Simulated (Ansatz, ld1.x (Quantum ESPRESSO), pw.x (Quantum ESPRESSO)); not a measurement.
## technetium: does the ultrasoft potential hold in the solid?

- Element: Tc
- Generator: ld1.x (Quantum ESPRESSO) 7.5
- Type: ultrasoft
- Functional: PBE
- Relativity: scalar-relativistic
- Frozen core: [Ar] 3d10
- Valence charge: 15
- Reference configuration: 4s2 4p6 4d5 5s2 5p0
- Partial waves: 4s (bound): rcut 1.35, rcutus 1.45 bohr; 5s (bound): rcut 1.35, rcutus 1.45 bohr; 4p (bound): rcut 2.30, rcutus 2.55 bohr; 5p (bound, empty): rcut 2.30, rcutus 2.55 bohr; 4d (bound): rcut 1.80, rcutus 2.30 bohr; 4d channel at -0.05 Ry: rcut 1.80, rcutus 2.30 bohr
- Local potential: all-electron potential smoothed inside 1.65 bohr (lloc = -1)
- Core correction: a·sin(br)/r model core inside 0.85 bohr
- Augmentation charge: PSQ, inside the norm-conserving radii

Atomic tests: cutoffs needed: 25 Ry and 40 Ry (the cutoffs (Ry, on a coarse ladder) from which the occupation-weighted sum of valence levels, in a spherical-Bessel basis at the reference potential, stays within 10 and 1 mRy of its value at 400 Ry); ghost test: no extra level below or beside the all-electron valence levels (s, p, d, f tested) (spherical-Bessel basis up to 400 Ry, 20 bohr box); largest excitation error: -3360 meV (all-electron minus pseudo) for 4s2 4p6 4d5 5s1 5p1, out of 7 test configurations.

Crystal test: bcc Tc in pw.x 7.5, no spin, 15³ k-points, Fermi–Dirac smearing 0.01 Ry, cutoffs 50/400 Ry. The reference is all-electron LAPW (Ansatz 0.2.0) with the same functional, mesh and smearing; V0 and B0 come from Birch–Murnaghan fits to the pressures at five volumes. Errors are pseudo minus all-electron; Δ is the rms difference of the E(V) curves that follow from these fits, minima aligned, over ±6 % about the mean V0. Mesh and smearing are coarse, so the numbers serve the comparison and aren't converged zero-temperature values; the lattice is a test structure that the element need not adopt.

| V (Å³/atom) | P all-electron (GPa) | P pseudo (GPa) |
| --- | --- | --- |
| 13.899 | 17.20 | 18.42 |
| 14.265 | 8.23 | 9.35 |
| 14.631 | 0.42 | 1.41 |
| 14.997 | -6.37 | -5.46 |
| 15.363 | -12.28 | -11.48 |

All-electron: a0 = 3.083 Å (V0 = 14.65 Å³/atom), B0 = 289.0 GPa.

Pseudopotential: mean pressure error (GPa): +1.01; a0 (Å): 3.087; a0 error (%): +0.11; B0 error (%): -0.1; Δ (meV/atom): 3.2.

At the middle volume, how do free energy and pressure move when the wave cutoff is lowered (ecutrho held at 400 Ry)?

```csv
cutoff (Ry),shift of F (meV/atom),shift of P (GPa)
22,+182.8,-7.65
30,+21.2,-0.91
40,+6.8,+0.14
```

Input at the middle volume:

```
&control
  calculation='scf', prefix='x', pseudo_dir='./', outdir='./tmp', tstress=.true., disk_io='none'
/
&system
  ibrav=0, nat=1, ntyp=1, ecutwfc=50, ecutrho=400, nbnd=15,
  occupations='smearing', smearing='fd', degauss=0.01
/
&electrons
  conv_thr=1e-09, mixing_beta=0.4, electron_maxstep=70
/
ATOMIC_SPECIES
Tc 1.0 Tc.UPF
CELL_PARAMETERS angstrom
  -1.54077068 1.54077068 1.54077068
  1.54077068 -1.54077068 1.54077068
  1.54077068 1.54077068 -1.54077068
ATOMIC_POSITIONS crystal
Tc 0.0000 0.0000 0.0000
K_POINTS automatic
15 15 15 0 0 0
```

```bash
pw.x < Tc.scf.in > Tc.scf.out
```

Lines of the output:

```
Message from routine setup:
     using ibrav=0 with symmetry is DISCOURAGED, use correct ibrav instead
     lattice parameter (alat)  =       5.0431  a.u.
     unit-cell volume          =      98.7349 (a.u.)^3
     number of electrons       =        15.00
     number of Kohn-Sham states=           15
     kinetic-energy cutoff     =      50.0000  Ry
     charge density cutoff     =     400.0000  Ry
     scf convergence threshold =      1.0E-09
     Exchange-correlation= PBE
     number of k points=   120  Fermi-Dirac smearing, width (Ry)=  0.0100
     iteration #  1     ecut=    50.00 Ry     beta= 0.40
     total energy              =    -169.28044710 Ry
     estimated scf accuracy    <       0.03380760 Ry
     iteration #  2     ecut=    50.00 Ry     beta= 0.40
     total energy              =    -169.28434569 Ry
     estimated scf accuracy    <       0.00226626 Ry
     iteration #  3     ecut=    50.00 Ry     beta= 0.40
     total energy              =    -169.28453627 Ry
     estimated scf accuracy    <       0.00041130 Ry
     iteration #  4     ecut=    50.00 Ry     beta= 0.40
     total energy              =    -169.28454884 Ry
     estimated scf accuracy    <       0.00000861 Ry
     iteration #  5     ecut=    50.00 Ry     beta= 0.40
     total energy              =    -169.28455195 Ry
     estimated scf accuracy    <       0.00000017 Ry
     iteration #  6     ecut=    50.00 Ry     beta= 0.40
     total energy              =    -169.28455203 Ry
     estimated scf accuracy    <       0.00000004 Ry
     iteration #  7     ecut=    50.00 Ry     beta= 0.40
     total energy              =    -169.28455203 Ry
     estimated scf accuracy    <          8.3E-09 Ry
     iteration #  8     ecut=    50.00 Ry     beta= 0.40
     the Fermi energy is    22.2994 ev
!    total energy              =    -169.28455204 Ry
     estimated scf accuracy    <          6.5E-11 Ry
     smearing contrib. (-TS)   =      -0.00659838 Ry
     The total energy is F=E-TS. E is the sum of the following terms:
     one-electron contribution =     -28.71829820 Ry
     hartree contribution      =      24.61608606 Ry
     xc contribution           =     -24.56271191 Ry
     ewald contribution        =    -140.61302961 Ry
     convergence has been achieved in   8 iterations
          total   stress  (Ry/bohr**3)                   (kbar)     P=       14.07
     Message from routine punch:
     Nothing written, as per user request (disk_io='none')
```

The run at the middle volume (120 k-points, 8 iterations) took about 17 s on one core of a shared host (Neoverse-V1, 32 threads, 247 GiB, load 14).
